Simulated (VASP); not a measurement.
Here is a VASP 6.6.1 calculation.

INCAR

```
  AGGAC = 0.0
  ALGO = Normal
  EDIFF = 1E-6
  EDIFFG = -0.01
  ENCUT = 600
  GGA = MK
  IBRION = 2
  ISIF = 3
  ISMEAR = 1
  LASPH = True
  LCHARG = False
  LREAL = False
  LUSE_VDW = True
  LWAVE = False
  NELM = 80
  NSW = 90
  PARAM1 = 0.1234
  PARAM2 = 0.711357
  PREC = Accurate
  SIGMA = 0.1
  ZAB_VDW = -1.8867
```

Contents of KPOINTS:

```
k-points
0
Gamma
  15 15 9
```

Contents of POSCAR:

```
Ru
1.0
    2.7058000000      0.0000000000      0.0000000000
   -1.3529000000      2.3432915400      0.0000000000
    0.0000000000      0.0000000000      4.2819000000
Ru
2
Direct
    0.3333333300      0.6666666700      0.2500000000
    0.6666666700      0.3333333300      0.7500000000
```

Potentials or basis: VASP PAW PBE potentials, release 64 (Ru_pv).

The run is started by

```console
$ cat potpaw_PBE.64/Ru_pv/POTCAR > POTCAR
$ mpirun -np 1 vasp_std > vasp.out
```

(1) Predict the space group after relaxing (to 0.05 Å).

(2) Estimate the relaxed cell.

(3) What does it give for the relaxed volume?

Answers

(1) P6_3/mmc (No. 194).

(2) a = 2.705 Å, b = 2.705 Å, c = 4.281 Å, α = 90.00°, β = 90.00°, γ = 120.00°.

(3) 13.57 Å³/atom.

Caveat: the PAW data sets were made with another functional, which shifts forces and pressure a little.
